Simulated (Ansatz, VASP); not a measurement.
This is a calculation of GaP for Ansatz 0.2.0.

File input.yaml:

```yaml
crystal:
  lattice:
    - [0.0, 2.72525, 2.72525]
    - [2.72525, 0.0, 2.72525]
    - [2.72525, 2.72525, 0.0]
  atoms:
    - { symbol: Ga, position: [0.0, 0.0, 0.0] }
    - { symbol: P, position: [0.75, 0.75, 0.75] }
kpoints:
  mp_grid: { grid: [8, 8, 8] }
scf:
  occupations: { method: fermi_dirac, width: 0.05 }
hamiltonian:
  xc: rpbe
  dispersion: d4
  pseudopotentials: { kind: all_electron, lapw: { basis_error: 0.001 } }
output:
  forces: true
  stress: true
relax:
  f_tol: 0.01
  max_steps: 60
  cell: {}
```

Potentials or basis: all-electron LAPW, scalar-relativistic.

Launch:

```bash
$ ansatz run input.yaml --threads 1 --pin off --max-ram 3072MiB --backend cpu --events-out ev --progress --plain --runs-dir out
```

Q: Set up the same calculation for VASP 6.6.1. Potentials there: VASP PAW PBE potentials, release 64 (Ga_d, P).

A: As run (the cutoff follows the program's own potentials):

Contents of INCAR:

```
PREC = Accurate
ENCUT = 600
EDIFF = 1E-6
ISMEAR = -1
SIGMA = 0.05
LREAL = F
LASPH = T
NELM = 100
ALGO = Normal
ISIF = 3
LWAVE = F
LCHARG = F
GGA = RP
IVDW = 13
IBRION = 2
NSW = 80
EDIFFG = -0.01
```

File KPOINTS:

```
regular mesh
0
Gamma
  8 8 8
```

Contents of POSCAR:

```
GaP
1.0
    0.0000000000      2.7252500000      2.7252500000
    2.7252500000      0.0000000000      2.7252500000
    2.7252500000      2.7252500000      0.0000000000
Ga P
1 1
Direct
    0.0000000000      0.0000000000      0.0000000000
    0.7500000000      0.7500000000      0.7500000000
```

Potentials or basis: VASP PAW PBE potentials, release 64 (Ga_d, P).

Command:

```sh
$ cat potpaw_PBE.64/Ga_d/POTCAR potpaw_PBE.64/P/POTCAR > POTCAR
$ mpirun -np 1 vasp_std > vasp.out
```

Both were run:

|  | VASP | Ansatz | Ansatz less VASP |
| --- | --- | --- | --- |
| relaxed volume (Å³/atom) | 19.65 | 19.66 | +0.012 |
| relaxed cell length with the largest relative difference (Å) | 3.816 | 3.817 | +0.0008 |
| energy change over the relaxation (meV/atom) | -5 | -4 | +0.4 |

Ansatz ran all-electron here, so the differences hold the error of VASP's frozen core and of both bases.

Caveats: the PAW data sets were made with another functional, which shifts forces and pressure a little (VASP). RPBE gaps usually lie below the measured ones, often by a third to a half. A k mesh can miss the band edges.
